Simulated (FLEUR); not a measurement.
# TePb (Fm-3m) in FLEUR: a series of runs

Runs on TePb. Level: LDA. Tasks: band structure, equation of state.

All numbers are computed with FLEUR MaX-R8.1 (later development tree); they aren't measurements. Logs are shortened: lines on timing, memory, paths and dates and some standing lists are left out, and cuts for length are marked.

**Experimental background.**

From a printed reference work, monograph, for a bulk crystal of TePb at 4.2 K: band gap 0.19 eV (direct).

The runs below are set against these values where they give the same quantity.

**1. The structure**

It takes space group Fm-3m (No. 225, cubic). Conventional cell: a = 6.462 Å, b = 6.462 Å, c = 6.462 Å, α = 90.00°, β = 90.00°, γ = 90.00°. Pb (site symmetry m-3m) is surrounded by 6 Te at 3.23 Å. Around Te (site symmetry m-3m) lie 6 Pb at 3.23 Å.

**2. Band structure, LDA**

The input, inp.xml:

```xml
<?xml version="1.0" encoding="UTF-8" standalone="no"?>
<fleurInput fleurInputVersion="0.39">
   <comment>
      TePb                                                                                                
   </comment>
   <calculationSetup>
      <cutoffs Kmax="4.1" Gmax="12.7" GmaxXC="12.7" numbands="0"/>
      <scfLoop itmax="60" minDistance="0.00001" maxIterBroyd="15" imix="Anderson" alpha="0.05" precondParam="0.0" spinf="2.0" sdNocoIR="T"/>
      <coreElectrons ctail="T" frcor="F" kcrel="0" coretail_lmax="0"/>
      <xcFunctional name="vwn" relativisticCorrections="F"/>
      <magnetism jspins="1"/>
      <soc l_soc="F" theta="0.0" phi="0.0" spav="F"/>
      <expertModes spex="0" secvar="F"/>
      <geometryOptimization l_f="F" forcealpha="1.0" forcemix="BFGS" epsdisp="0.00001" epsforce="0.00001"/>
      <ldaU l_linMix="F" mixParam="0.05" spinf="1.0"/>
   </calculationSetup>
   <cell>
      <bzIntegration valenceElectrons="42.0" mode="hist" fermiSmearingEnergy="0.00183747">
         <kPointListSelection listName="default-1"/>
         <!-- k-points included here -->
         <xi:include xmlns:xi="http://www.w3.org/2001/XInclude" href="kpts.xml"> </xi:include>
      </bzIntegration>
      <!-- symmetry operations included here -->
      <xi:include xmlns:xi="http://www.w3.org/2001/XInclude" href="sym.xml"> </xi:include>
      <bulkLattice scale="1.0">
         <bravaisMatrix>
[... 31 lines left out ...]
         </electronConfig>
         <energyParameters s="5" p="5" d="5" f="4"/>
         <lo type="SCLO" l="1" n="4" eDeriv="0"/>
         <lo type="SCLO" l="1" n="4" eDeriv="1"/>
         <lo type="SCLO" l="2" n="4" eDeriv="0"/>
         <lo type="SCLO" l="2" n="4" eDeriv="1"/>
         <lo type="SCLO" l="0" n="5" eDeriv="2"/>
         <lo type="SCLO" l="3" n="4" eDeriv="2"/>
      </species>
   </atomSpecies>
   <atomGroups>
      <atomGroup species="Lead (Pb)">
         <relPos label="                   1">.0000000000 .0000000000 .0000000000</relPos>
         <force calculate="T" relaxXYZ="TTT"/>
      </atomGroup>
      <atomGroup species="Tellurium (Te)">
         <relPos label="                   2">1.000/2.000 1.000/2.000 1.000/2.000</relPos>
         <force calculate="T" relaxXYZ="TTT"/>
      </atomGroup>
   </atomGroups>
   <output dos="F" band="F" slice="F">
      <checks vchk="F" cdinf="F"/>
      <bandDOS minEnergy="-.5*Htr" maxEnergy="0.5*Htr" sigma="0.015" storeEVData="T"/>
      <vacuumDOS vacdos="F" integ="F" star="F" nstars="0" locx1="0.0" locy1="0.0" locx2="0.0" locy2="0.0" nstm="0" tworkf="0.0"/>
      <unfoldingBand unfoldBand="F" supercellX="1" supercellY="1" supercellZ="1"/>
      <plotting iplot="0" polar="F">
         <plot TwoD="T" vec1="  1.0  0.0  0.0" vec2="  0.0  1.0  0.0" vec3="  0.0  0.0  1.0" zero="  0.0  0.0  0.0" file="plot"/>
      </plotting>
      <chargeDensitySlicing numkpt="0" minEigenval="0.0" maxEigenval="0.0" nnne="0" pallst="F"/>
      <specialOutput eonly="F"/>
      <moessbauerParams electricFieldGradient="T" isomerShift="T" coreHyperfine="T" valenceHyperfine="T"/>
      <magneticCircularDichroism mcd="F" energyLo="-10.0" energyUp="0.0"/>
   </output>
  <!-- We include the file relax.xml here to enable relaxations (see documentation) -->
  <xi:include xmlns:xi="http://www.w3.org/2001/XInclude" href="relax.xml"> <xi:fallback/> </xi:include>
</fleurInput>
```

The input, crystal.txt:

```
TePb
&input cartesian=F /
0.0000000000  3.2310000000  3.2310000000
3.2310000000  0.0000000000  3.2310000000
3.2310000000  3.2310000000  0.0000000000
1.8897261246
1.0 1.0 1.0

2
82 0.0000000000  0.0000000000  0.0000000000
52 0.5000000000  0.5000000000  0.5000000000

&kpt div1=7 div2=7 div3=7 gamma=T /
```

The input, inp.xml (bands):

```
<?xml version="1.0" encoding="UTF-8" standalone="no"?>
<fleurInput fleurInputVersion="0.39">
   <comment>
      TePb                                                                                                
   </comment>
   <calculationSetup>
      <cutoffs Kmax="4.1" Gmax="12.7" GmaxXC="12.7" numbands="0"/>
      <scfLoop itmax="60" minDistance="0.00001" maxIterBroyd="15" imix="Anderson" alpha="0.05" precondParam="0.0" spinf="2.0" sdNocoIR="T"/>
      <coreElectrons ctail="T" frcor="F" kcrel="0" coretail_lmax="0"/>
      <xcFunctional name="vwn" relativisticCorrections="F"/>
      <magnetism jspins="1"/>
      <soc l_soc="F" theta="0.0" phi="0.0" spav="F"/>
      <expertModes spex="0" secvar="F"/>
      <geometryOptimization l_f="F" forcealpha="1.0" forcemix="BFGS" epsdisp="0.00001" epsforce="0.00001"/>
      <ldaU l_linMix="F" mixParam="0.05" spinf="1.0"/>
   </calculationSetup>
   <cell>
      <bzIntegration valenceElectrons="42.0" mode="hist" fermiSmearingEnergy="0.00183747">
         <kPointListSelection listName="path-1"/>
         <!-- k-points included here -->
         <xi:include xmlns:xi="http://www.w3.org/2001/XInclude" href="kpts.xml"> </xi:include>
      </bzIntegration>
      <!-- symmetry operations included here -->
      <xi:include xmlns:xi="http://www.w3.org/2001/XInclude" href="sym.xml"> </xi:include>
      <bulkLattice scale="1.0">
[... 32 lines left out ...]
         </electronConfig>
         <energyParameters s="5" p="5" d="5" f="4"/>
         <lo type="SCLO" l="1" n="4" eDeriv="0"/>
         <lo type="SCLO" l="1" n="4" eDeriv="1"/>
         <lo type="SCLO" l="2" n="4" eDeriv="0"/>
         <lo type="SCLO" l="2" n="4" eDeriv="1"/>
         <lo type="SCLO" l="0" n="5" eDeriv="2"/>
         <lo type="SCLO" l="3" n="4" eDeriv="2"/>
      </species>
   </atomSpecies>
   <atomGroups>
      <atomGroup species="Lead (Pb)">
         <relPos label="                   1">.0000000000 .0000000000 .0000000000</relPos>
         <force calculate="T" relaxXYZ="TTT"/>
      </atomGroup>
      <atomGroup species="Tellurium (Te)">
         <relPos label="                   2">1.000/2.000 1.000/2.000 1.000/2.000</relPos>
         <force calculate="T" relaxXYZ="TTT"/>
      </atomGroup>
   </atomGroups>
   <output dos="F" band="T" slice="F">
      <checks vchk="F" cdinf="F"/>
      <bandDOS minEnergy="-.5*Htr" maxEnergy="0.5*Htr" sigma="0.015" storeEVData="T"/>
      <vacuumDOS vacdos="F" integ="F" star="F" nstars="0" locx1="0.0" locy1="0.0" locx2="0.0" locy2="0.0" nstm="0" tworkf="0.0"/>
      <unfoldingBand unfoldBand="F" supercellX="1" supercellY="1" supercellZ="1"/>
      <plotting iplot="0" polar="F">
         <plot TwoD="T" vec1="  1.0  0.0  0.0" vec2="  0.0  1.0  0.0" vec3="  0.0  0.0  1.0" zero="  0.0  0.0  0.0" file="plot"/>
      </plotting>
      <chargeDensitySlicing numkpt="0" minEigenval="0.0" maxEigenval="0.0" nnne="0" pallst="F"/>
      <specialOutput eonly="F"/>
      <moessbauerParams electricFieldGradient="T" isomerShift="T" coreHyperfine="T" valenceHyperfine="T"/>
      <magneticCircularDichroism mcd="F" energyLo="-10.0" energyUp="0.0"/>
   </output>
  <!-- We include the file relax.xml here to enable relaxations (see documentation) -->
  <xi:include xmlns:xi="http://www.w3.org/2001/XInclude" href="relax.xml"> <xi:fallback/> </xi:include>
</fleurInput>
```

Potentials or basis: all-electron, FLAPW.

Started as:

```console
$ inpgen -f crystal.txt -profile fastHighL
$ # inp.xml edited to the form shown
$ fleur_MPI
$ fleur_MPI   # second run, on inp.xml (bands)
```

The log of the run:

```text
Welcome to FLEUR        (www.flapw.de)
      MaX-Release 8.1          (www.max-centre.eu)

 ========== k-point set info ==========
 Selected k-point list: default-1
 k-point list type: mesh
 7 x 7 x 7
 Number of k points: 20

 ------------Calculation Setup---------------------------
 Number of MPI-tasks      :            1
 Number of PE/node        :            1
 Number of OMP-threads    :            1
 Most efficient MPI parallelization for:
           1           2           4           5          10          20
 Additional eigenvalue parallelization possible
 Number of basis functions:          625
 Approximate size of matrices (H+S) per k-point:         0.006 GB
 --------------------------------------------------------
 Iteration:     1   Distance:       8.48113884 me/bohr^3
 Iteration:     2   Distance:       7.94391816 me/bohr^3
 Iteration:     3   Distance:       3.29655808 me/bohr^3
 Iteration:     4   Distance:       1.00600558 me/bohr^3
 Iteration:     5   Distance:       0.68573058 me/bohr^3
 Iteration:     6   Distance:       0.06052787 me/bohr^3
 Iteration:     7   Distance:       0.05434421 me/bohr^3
 Iteration:     8   Distance:       0.01545516 me/bohr^3
 Iteration:     9   Distance:       0.00417555 me/bohr^3
 Iteration:    10   Distance:       0.00377720 me/bohr^3
 Iteration:    11   Distance:       0.00039556 me/bohr^3
 Iteration:    12   Distance:       0.00008585 me/bohr^3
 Iteration:    13   Distance:       0.00007728 me/bohr^3
 Iteration:    14   Distance:       0.00000874 me/bohr^3

 ********************************************************************
 Run finished successfully
 Stop message:
   all done
 ********************************************************************
```

output (bands):

```text
Welcome to FLEUR        (www.flapw.de)
      MaX-Release 8.1          (www.max-centre.eu)

 ========== k-point set info ==========
 Selected k-point list: path-1
 k-point list type: path
 Number of k points: 60

 ------------Calculation Setup---------------------------
 Number of MPI-tasks      :            1
 Number of PE/node        :            1
 Number of OMP-threads    :            1
 Most efficient MPI parallelization for:
           1           2           3           4           5           6          10          12          15          20          30          60
 Additional eigenvalue parallelization possible
 Number of basis functions:          628
 Approximate size of matrices (H+S) per k-point:         0.006 GB
 --------------------------------------------------------
 Fermi energy correction for insulators:
 No automatic correction of the Fermi energy has been performed.

 Note: Band structure data (together with different weights) is also stored in the banddos.hdf file.
       A convenient way of extracting and plotting the data from that file is by making use of the

 ********************************************************************
 Run finished successfully
 Stop message:
   Charge density postprocessing done.
 ********************************************************************
```

out.xml (last iteration):

```text
<iteration numberForCurrentRun="   14" overallNumber="   14">
         <energyParameters units="Htr">
            <atomicEP atomType="1" spin="1" branch="6s" branchLowest="-4.91" branchHighest="0.52" value="-0.1049615473"/>
            <atomicEP atomType="1" spin="1" branch="6p" branchLowest="-2.76" branchHighest="1.36" value="0.1784315312"/>
            <atomicEP atomType="1" spin="1" branch="5d" branchLowest="-14.35" branchHighest="-0.33" value="-0.3638981519"/>
            <atomicEP atomType="1" spin="1" branch="5f" branchLowest="-4.51" branchHighest="1.82" value="0.5180428787"/>
            <loAtomicEP atomType="1" spin="1" branch="5p" branchLowest="-23.26" branchHighest="-2.76" value="-2.8338846416"/>
            <loAtomicEP atomType="1" spin="1" branch="5p" branchLowest="-23.26" branchHighest="-2.76" value="-2.8338846416"/>
            <loAtomicEP atomType="1" spin="1" branch="6s" branchLowest="-4.91" branchHighest="0.52" value="-0.1049615473"/>
            <loAtomicEP atomType="1" spin="1" branch="5d" branchLowest="-14.35" branchHighest="-0.33" value="-0.3956400899"/>
            <loAtomicEP atomType="1" spin="1" branch="5f" branchLowest="-4.51" branchHighest="1.82" value="0.5180300666"/>
            <atomicEP atomType="2" spin="1" branch="5s" branchLowest="-5.60" branchHighest="0.28" value="-0.1838926918"/>
            <atomicEP atomType="2" spin="1" branch="5p" branchLowest="-3.77" branchHighest="0.91" value="0.1202556877"/>
            <atomicEP atomType="2" spin="1" branch="5d" branchLowest="-1.10" branchHighest="2.01" value="0.3703572753"/>
            <atomicEP atomType="2" spin="1" branch="4f" branchLowest="-9.99" branchHighest="1.51" value="0.5285919716"/>
            <loAtomicEP atomType="2" spin="1" branch="4p" branchLowest="-29.08" branchHighest="-3.77" value="-3.7860187482"/>
            <loAtomicEP atomType="2" spin="1" branch="4p" branchLowest="-29.08" branchHighest="-3.77" value="-3.7860187482"/>
            <loAtomicEP atomType="2" spin="1" branch="4d" branchLowest="-20.15" branchHighest="-1.10" value="-1.1105775095"/>
            <loAtomicEP atomType="2" spin="1" branch="4d" branchLowest="-20.15" branchHighest="-1.10" value="-1.1105775095"/>
            <loAtomicEP atomType="2" spin="1" branch="5s" branchLowest="-5.60" branchHighest="0.28" value="-0.1838926918"/>
            <loAtomicEP atomType="2" spin="1" branch="4f" branchLowest="-9.99" branchHighest="1.51" value="0.5285919849"/>
         </energyParameters>
         <eigenvalues>
            <eigenvaluesAt spin="1" ikpt="1" k_x="0.00000000" k_y="0.00000000" k_z="0.00000000">
                      -3.7742947553       -3.7742947553       -3.7742947553       -2.7680762002       -2.7680762002
                      -2.7680762002       -1.1138747671       -1.1138747671       -1.1136323781       -1.1136323781
                      -1.1136323781       -0.3995326133       -0.3995326133       -0.3990473714       -0.3990473714
                      -0.3990473714       -0.2326974821        0.0001151399        0.1622695717        0.1622695717
                       0.1622695717        0.3581806722        0.3581806722        0.3581806722        0.4262403814
                       0.4262403814        0.4262403814        0.4793042368        0.4869790622        0.5100550776
                       0.5100550776        0.8796878741        0.8796878741
            </eigenvaluesAt>
            <eigenvaluesAt spin="1" ikpt="2" k_x="0.00000000" k_y="0.00000000" k_z="0.14285714">
[... 75 lines left out ...]
               <shell n="1" l="0" isomerShift="2447022.73343"/>
               <shell n="2" l="0" isomerShift="377609.78127"/>
               <shell n="2" l="1" isomerShift="29985.97724"/>
               <shell n="3" l="0" isomerShift="87288.46112"/>
               <shell n="3" l="1" isomerShift="7786.69599"/>
               <shell n="4" l="0" isomerShift="22637.22105"/>
               <shell n="3" l="2" isomerShift="0.00327"/>
               <shell n="4" l="1" isomerShift="1995.67478"/>
               <shell n="4" l="2" isomerShift="0.00091"/>
               <shell n="4" l="3" isomerShift="0.00000"/>
               <shell n="5" l="0" isomerShift="4883.09922"/>
            </coreIsomerShift>
            <coreIsomerShift atomType="2" isTotal="231267.03295">
               <shell n="1" l="0" isomerShift="200865.35267"/>
               <shell n="2" l="0" isomerShift="23911.64354"/>
               <shell n="2" l="1" isomerShift="630.31201"/>
               <shell n="3" l="0" isomerShift="4721.53819"/>
               <shell n="3" l="1" isomerShift="135.08906"/>
               <shell n="4" l="0" isomerShift="1003.09744"/>
               <shell n="3" l="2" isomerShift="0.00003"/>
            </coreIsomerShift>
            <isomerShift atomType="1" nucleusRadius="0.0001398" averageDensity="2979799.46753"/>
            <isomerShift atomType="2" nucleusRadius="0.0001189" averageDensity="231387.76115"/>
            <electricFieldGradient atomType="1" VXX="0.00000" VYY="0.00000" VZZ="0.00000" asymParam="0.00000">
            </electricFieldGradient>
            <electricFieldGradient atomType="2" VXX="0.00000" VYY="0.00000" VZZ="0.00000" asymParam="0.00000">
            </electricFieldGradient>
         </moessbauerParams>
         <totalEnergy                                    value="   -27708.3232571352" units="Htr">
            <sumOfEigenvalues                            value="   -17062.3431514289">
               <coreElectrons value="-17008.2695370997"/>
               <valenceElectrons value="-54.0736143292"/>
            </sumOfEigenvalues>
            <densityCoulombPotentialIntegral value="-47857.7777023285"/>
            <densityEffectivePotentialIntegral value="-48587.0605320210"/>
            <chargeDenXCDenIntegral value="-549.4703107972"/>
            <FockExchangeEnergyValence value="0.0000000000"/>
            <FockExchangeEnergyCore value="0.0000000000"/>
            <atomTypeDependentContributions atomType="1">
               <electronNucleiInteractionDifferentMTs value="26453.8145136252"/>
               <MadelungTerm value="-39.3984029219"/>
            </atomTypeDependentContributions>
            <atomTypeDependentContributions atomType="2">
               <electronNucleiInteractionDifferentMTs value="8237.4325173008"/>
               <MadelungTerm value="-24.0360419179"/>
            </atomTypeDependentContributions>
            <tkbTimesEntropy value="0.0000000000"/>
            <freeEnergy value="-27708.3232571352"/>
            <extrapolationTo0K value="-27708.3232571352"/>
         </totalEnergy>
         <densityConvergence units="me/bohr^3">
            <chargeDensity spin="1" distance="0.0000087364"/>
         </densityConvergence>
      </iteration>
```

It took 48 s on 1 thread of Arm Neoverse V1, shared host; peak memory 0.06 GiB.

Results:

```
Free energy                                           : -753981.8864 eV
Band gap along the path                               : 0.65 eV, direct
Valence electrons inside the program's atomic spheres : Pb 17.95; Te 20.14 (radii Pb 2.66, Te 2.66 bohr)
```

Levels at the corners of the path, in eV from the Fermi level:
```tsv
point	band 17	band 18	band 19	band 20	band 21	band 22	band 23	band 24	band 25	band 26
Γ	-11.95	-5.62	-1.20	-1.20	-1.20	4.13	4.13	4.13	5.98	5.98
X	-10.28	-7.27	-4.37	-2.66	-2.66	3.42	5.52	5.52	6.73	10.50
W	-10.12	-7.95	-3.65	-3.65	-0.21	1.73	5.32	5.32	6.93	6.93
K	-10.19	-7.93	-3.99	-2.16	-1.96	3.65	3.87	5.24	6.00	8.97
Γ	-11.95	-5.62	-1.20	-1.20	-1.20	4.13	4.13	4.13	5.98	5.98
L	-10.53	-8.54	-0.73	-0.73	0.11	0.77	1.35	1.35	8.44	9.38
U	-10.19	-7.93	-3.99	-2.16	-1.96	3.65	3.87	5.24	6.00	8.97
W	-10.12	-7.95	-3.65	-3.65	-0.21	1.73	5.32	5.32	6.93	6.93
L	-10.53	-8.54	-0.73	-0.73	0.11	0.77	1.35	1.35	8.44	9.38
K	-10.19	-7.93	-3.99	-2.16	-1.96	3.65	3.87	5.24	6.00	8.97
U	-10.19	-7.93	-3.99	-2.16	-1.96	3.65	3.87	5.24	6.00	8.97
X	-10.28	-7.27	-4.37	-2.66	-2.66	3.42	5.52	5.52	6.73	10.50
```

Core levels (eV from the Fermi level):
```tsv
atom	levels
1 Pb	1s1/2 -87909.4, 2s1/2 -15707.9, 2p1/2 -15087.5, 2p3/2 -12899.8, 3s1/2 -3766.6, 3p1/2 -3486.3, 3p3/2 -2998.3, 4s1/2 -848.6, 3d3/2 -2536.5, 3d5/2 -2432.6, 4p1/2 -727.3, 4p3/2 -607.6, 4d3/2 -409.9, 4d5/2 -387.5, 4f5/2 -131.3, 4f7/2 -126.2, 5s1/2 -139.4
2 Te	1s1/2 -31566.1, 2s1/2 -4835.4, 2p1/2 -4532.5, 2p3/2 -4258.3, 3s1/2 -957.3, 3p1/2 -832.5, 3p3/2 -781.4, 4s1/2 -158.1, 3d3/2 -560.5, 3d5/2 -549.8
```

Caveat: this odd mesh misses L, where the gap lies, so gap, dielectric constants and Born charges aren't listed; spin-orbit coupling is left out, which moves the levels of the heavy elements.

**3. Equation of state, LDA, 31.71 Å³/atom (volume scaled by 0.94)**

Changes to inp.xml since step 2:

```diff
@@ -24,3 +24,3 @@
       <xi:include xmlns:xi="http://www.w3.org/2001/XInclude" href="sym.xml"> </xi:include>
-      <bulkLattice scale="1.0">
+      <bulkLattice scale="0.9795861087">
          <bravaisMatrix>
```

Potentials or basis: all-electron, FLAPW.

Started as:

```console
$ inpgen -f crystal.txt -profile fastHighL
$ # inp.xml edited to the form shown
$ fleur_MPI
```

Run time: 37 s. Hardware: 1 thread of Arm Neoverse V1, shared host; peak memory 0.08 GiB.

The run converged. Its results:

| Quantity | Value |
| --- | --- |
| Free energy | -753981.8954 eV |
| Valence electrons inside the program's atomic spheres | Pb 18.00; Te 20.18 (radii Pb 2.66, Te 2.66 bohr) |

Caveat: this odd mesh misses L, where the gap lies, so gap, dielectric constants and Born charges aren't listed.

**4. Equation of state, LDA, 32.38 Å³/atom (volume scaled by 0.96)**

Changes to inp.xml since step 3:

```diff
@@ -24,3 +24,3 @@
       <xi:include xmlns:xi="http://www.w3.org/2001/XInclude" href="sym.xml"> </xi:include>
-      <bulkLattice scale="0.9795861087">
+      <bulkLattice scale="0.9864848297">
          <bravaisMatrix>
```

Started as:

```console
$ inpgen -f crystal.txt -profile fastHighL
$ # inp.xml edited to the form shown
$ fleur_MPI
```

Run time: 38 s. Hardware: 1 thread of Arm Neoverse V1, shared host; peak memory 0.08 GiB.

It converged, with:

```yaml
Free_energy: -753981.9007 eV
Valence_electrons_inside_the_program's_atomic_spheres: Pb 17.98; Te 20.17 (radii Pb 2.66, Te 2.66 bohr)
```

Caveat: this odd mesh misses L, where the gap lies, so gap, dielectric constants and Born charges aren't listed.

(Part 1 of 2 ends here.)
